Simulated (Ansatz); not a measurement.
# ZrN (Fm-3m) in Ansatz: band structure with LDA

Aim: the band structure of ZrN with LDA.

Everything below comes from runs of Ansatz 0.2.0. Logs are shortened: lines on timing, memory, paths and dates and some standing lists are left out, and cuts for length are marked.

### Step 1. Starting point

The structure is cubic, space group Fm-3m (No. 225). The conventional cell has a = 4.600 Å, b = 4.600 Å, c = 4.600 Å, α = 90.00°, β = 90.00°, γ = 90.00°. Around Zr (site symmetry m-3m) lie 6 N at 2.30 Å. Around N (site symmetry m-3m) lie 6 Zr at 2.30 Å.

### Step 2. Band structure, LDA

input.yaml reads:

```yaml
crystal:
  lattice:
    - [0.0, 2.3, 2.3]
    - [2.3, 0.0, 2.3]
    - [2.3, 2.3, 0.0]
  atoms:
    - { symbol: Zr, position: [0.5, 0.5, 0.5] }
    - { symbol: "N", position: [0.0, 0.0, 0.0] }
kpoints:
  mp_grid: { grid: [10, 10, 10] }
  band_path:
    path:
      - [0.0, 0.0, 0.0]
      - [0.5, 0.0, 0.5]
      - [0.5, 0.25, 0.75]
      - [0.375, 0.375, 0.75]
      - [0.0, 0.0, 0.0]
      - [0.5, 0.5, 0.5]
      - [0.625, 0.25, 0.625]
      - [0.5, 0.25, 0.75]
    npoints: 8
scf:
  occupations: { method: fermi_dirac, width: 0.05 }
hamiltonian:
  xc: lda
  pseudopotentials: { kind: all_electron, lapw: { basis_error: 0.001 } }
output:
  forces: true
  stress: true
  eigenvalues: true
```

Potentials or basis: all-electron LAPW, scalar-relativistic.

Launch:

```
$ ansatz run input.yaml --threads 1 --pin off --max-ram 3072MiB --backend cpu --events-out ev --progress --plain --runs-dir out
```

The program printed:

```text
Warning: RAYON_NUM_THREADS=1 ignored (pool sized by the plan → 1); use --threads N
LAPW: plane waves up to 8.567 Å⁻¹, error target 1.0e-3 eV per atom; small_component_spin mean_spin; N in spheres of 1.058 Å, 7 of its electrons in bands, Dirac shells []; Zr in spheres of 1.242 Å, 30 of its electrons in bands, Dirac shells [] (how accurate: hamiltonian.pseudopotentials.lapw.basis_error, Limitations)
Engine: ansatz 0.2.0, aarch64-unknown-linux-gnu
Pseudopotentials: kind: all_electron
Pseudopotential: Zr, LAPW, valence charge 30, lapw/all_electron/scalar/gaussian/Zr, Koelling and Harmon's equation, gaussian nucleus
Pseudopotential: N, LAPW, valence charge 7, lapw/all_electron/scalar/gaussian/N, Koelling and Harmon's equation, gaussian nucleus
Functional definition: SPW92
  exchange = slater_x
  correlation = pw_c
Crystal: 2 atoms, lattice volume = 24.334 Å³
Basis set: ecut = 279.6342146870727 eV, 259 PW (Γ), exchange–correlation at level 2
Bands: 23, of which v1, the nominal top of the filled ones, is band 19 counted from 1 (18 counted from 0)
Symmetry: 48 space group operations
Space group: Fm-3m (ITA 225), of the structure as read, at distance tolerance 2.9e-5 Å
k-points: 47 of 1000
Non-local potential: Zr, projectors of the file, none
Non-local potential: N, projectors of the file, none
Initial density: superposition of atomic densities (chi_scale 0.1, normalization cell, long waves kept (reshape's long-wave potential 0.00 eV rms))
Initial wavefunctions: plane waves of lowest kinetic energy (no species holds an atomic orbital)
Functional: x = slater, c = lda
iter 1 solved again at ethr=1.17e-2 eV; its pass at ethr=1.00e-1 eV (dr2=4.31e0 eV) is discarded
SCF iter   1: F=—  HF=-99306.879968 eV  |F-HF|=—  |Δ(HF+E_count)|=         —  Δρ=1.15e-1  dr2=4.31e0  ethr=1.17e-2  ⟨swp⟩=2.0  Hψ=7212  notcnv=0
preconditioner: auto → Kerker (q_TF=auto, 2.926 Å⁻¹)  [metal: Δε(μ)=0.111 eV  Ē_g=19.321 eV  σ=0.050 eV  W_gap=0.44  n_scr=14 (ndim 8)  ℏωp=29.2 eV  f_vac=0.000  D(μ)=0.46/eV (n_scr^D=0)]
iter 2 solved again at ethr=1.08e-4 eV; its pass at ethr=1.16e-2 eV (dr2=3.98e-2 eV) is discarded
SCF iter   2: F=—  HF=-99305.078350 eV  |F-HF|=—  |Δ(HF+E_count)|=    1.80e0  Δρ=1.78e-2  dr2=3.96e-2  ethr=1.08e-4  ⟨swp⟩=2.2  Hψ=5396  notcnv=0
SCF iter   3: F=—  HF=-99304.955099 eV  |F-HF|=—  |Δ(HF+E_count)|=   1.23e-1  Δρ=3.14e-2  dr2=3.59e-1  ethr=1.07e-4  ⟨swp⟩=3.0  Hψ=3643  notcnv=0
SCF iter   4: F=—  HF=-99304.893330 eV  |F-HF|=—  |Δ(HF+E_count)|=   6.18e-2  Δρ=8.27e-3  dr2=1.22e-2  ethr=1.07e-4  ⟨swp⟩=3.0  Hψ=3628  notcnv=0
SCF iter   5: F=—  HF=-99304.879635 eV  |F-HF|=—  |Δ(HF+E_count)|=   1.37e-2  Δρ=2.03e-3  dr2=1.28e-3  ethr=3.30e-5  ⟨swp⟩=2.8  Hψ=3474  notcnv=0
SCF iter   6: F=—  HF=-99304.878935 eV  |F-HF|=—  |Δ(HF+E_count)|=   7.00e-4  Δρ=1.72e-3  dr2=1.13e-3  ethr=3.45e-6  ⟨swp⟩=2.0  Hψ=3262  notcnv=0
SCF iter   7: F=—  HF=-99304.878633 eV  |F-HF|=—  |Δ(HF+E_count)|=   3.02e-4  Δρ=2.94e-4  dr2=3.00e-5  ethr=3.06e-6  ⟨swp⟩=2.0  Hψ=3262  notcnv=0
SCF iter   8: F=—  HF=-99304.878628 eV  |F-HF|=—  |Δ(HF+E_count)|=   5.27e-6  Δρ=7.69e-5  dr2=2.00e-6  ethr=8.10e-8  ⟨swp⟩=2.0  Hψ=3262  notcnv=0
SCF iter   9: F=—  HF=-99304.878627 eV  |F-HF|=—  |Δ(HF+E_count)|=   5.95e-7  Δρ=1.91e-5  dr2=9.77e-8  ethr=5.42e-9  ⟨swp⟩=2.0  Hψ=3262  notcnv=0
SCF iter  10: F=-99304.878627 eV  HF=-99304.878627 eV  |F-HF|=4.18e-9  |Δ(HF+E_count)|=   3.18e-8  Δρ=3.80e-6  dr2=3.49e-9  ethr=2.64e-10  ⟨swp⟩=2.0  Hψ=3262  notcnv=0
SCF 1 converged in 10 iterations: F = -99304.878627 eV  dr2 = 3.49e-9
NSCF: frozen V_eff on 57 k-points
SCF converged after 10 iterations
Free energy (F): -99304.878627 eV
Harris-Foulkes:  -99304.878627 eV  (|F-HF|=4.18e-9)
Internal energy: -99304.872438 eV  (E = F + TS)
E sigma→0 (E₀):  -99304.875533 eV
Entropy (-TS):   -0.006189 eV (-3.095 meV/atom)
Fermi energy:    18.930537 eV
--- Per-component energies (eV) ---
  E_band       = -4734.233216
  E_kinetic    = 102480.534673
  E_xc         = -3181.760937
  E_electrostatic = -198603.646174  (all electrons and nuclei)
  E_smearing   = -0.006189  (= −TS)
  E_closure    = 0.000000  (closes the sum)
  E_atoms      = -99283.684314  (free atoms, spherical and without spin; not in F)
  Σ components = -99304.878627   (vs F -99304.878627, Δ=0.00e0)
  Basis errors (estimates in eV, not in F): energy 3.5e-4 per atom: plane waves 3.2e-4 (1.8e-4 summed), levels above the bands 6.8e-28, relativity 9.0e-9, radial functions 3.3e-5, core shells 1.7e-13; eigenvalues (radial functions only) 1.2e-6; not estimated: angular momenta, meshes, grids; target (lapw.basis_error) 1.0e-3; muffin-tin radii N 1.058 Å, Zr 1.242 Å
--- Forces (eV/Å), atoms counted from 1 ---
  atom   1  Zr     0.00000000     0.00000000     0.00000000
  atom   2  N     -0.00000000     0.00000000    -0.00000000
  max |Σ_I F_I| component: 4.52e-31 eV/Å
--- Stress (GPa, compression-positive) ---
      -12.559157       0.000000       0.000000
        0.000000     -12.559157      -0.000000
        0.000000      -0.000000     -12.559157
  P = ⅓ Tr σ = -12.5592 GPa (-125.592 kbar)
--- Band table (eV; the first three rows and the last of 47) ---
  k-point 0: bands = ["-379.1721", "-355.0631", "-292.7656", "-292.7656", "-292.7656", "-150.5836", "-150.5836", "-150.5801", "-150.5801", "-150.5801", "-30.5205", "-8.1982", "-8.1982", "-8.1982", "2.8886", "16.2803", "16.2803", "16.2803", "18.4861", "18.4861", "18.4861", "20.4453", "20.4453"]
  k-point 1: bands = ["-379.1721", "-355.0631", "-292.7656", "-292.7656", "-292.7656", "-150.5836", "-150.5836", "-150.5801", "-150.5801", "-150.5801", "-30.5075", "-8.3187", "-8.2072", "-8.2072", "3.0900", "15.4936", "15.7429", "15.7429", "18.7512", "18.7760", "18.7760", "21.1492", "21.1492"]
  k-point 2: bands = ["-379.1721", "-355.0631", "-292.7656", "-292.7656", "-292.7656", "-150.5836", "-150.5836", "-150.5801", "-150.5801", "-150.5801", "-30.4733", "-8.6204", "-8.2308", "-8.2308", "3.6192", "14.0463", "14.7913", "14.7913", "19.2067", "19.4858", "19.4858", "22.6883", "22.6883"]
  k-point 46: bands = ["-379.1721", "-355.0631", "-292.7656", "-292.7656", "-292.7656", "-150.5836", "-150.5836", "-150.5801", "-150.5801", "-150.5801", "-30.3379", "-8.9216", "-8.7490", "-8.6042", "3.9900", "13.6929", "14.1996", "14.2626", "18.8941", "20.9248", "23.4087", "23.4478", "24.6649"]
```

Wall time 9.6 s (1 thread of Arm Neoverse V2, shared host); peak memory 0.29 GiB.

What came out:

```yaml
Free_energy: -99304.8786 eV
Pressure: -12.6 GPa
Band_gap_along_the_path: none (metal or under the smearing width)
```

Levels at the corners of the path, in eV from the Fermi level:
| point | band 15 | band 16 | band 17 | band 18 | band 19 | band 20 | band 21 | band 22 | band 23 |
| --- | --- | --- | --- | --- | --- | --- | --- | --- | --- |
| Γ | -16.04 | -2.65 | -2.65 | -2.65 | -0.44 | -0.44 | -0.44 | 1.51 | 1.51 |
| X | -15.47 | -4.56 | -3.48 | -3.16 | -3.16 | 3.30 | 4.47 | 4.47 | 4.91 |
| W | -14.88 | -5.42 | -4.73 | -4.73 | 0.98 | 0.98 | 4.48 | 4.57 | 5.80 |
| K | -14.92 | -5.49 | -4.73 | -4.45 | -0.74 | 3.34 | 3.61 | 5.11 | 5.65 |
| Γ | -16.04 | -2.65 | -2.65 | -2.65 | -0.44 | -0.44 | -0.44 | 1.51 | 1.51 |
| L | -13.81 | -7.65 | -5.67 | -5.67 | 2.95 | 3.02 | 3.02 | 4.71 | 7.60 |
| U | -14.92 | -5.49 | -4.73 | -4.45 | -0.74 | 3.34 | 3.61 | 5.11 | 5.65 |
| W | -14.88 | -5.42 | -4.73 | -4.73 | 0.98 | 0.98 | 4.48 | 4.57 | 5.80 |
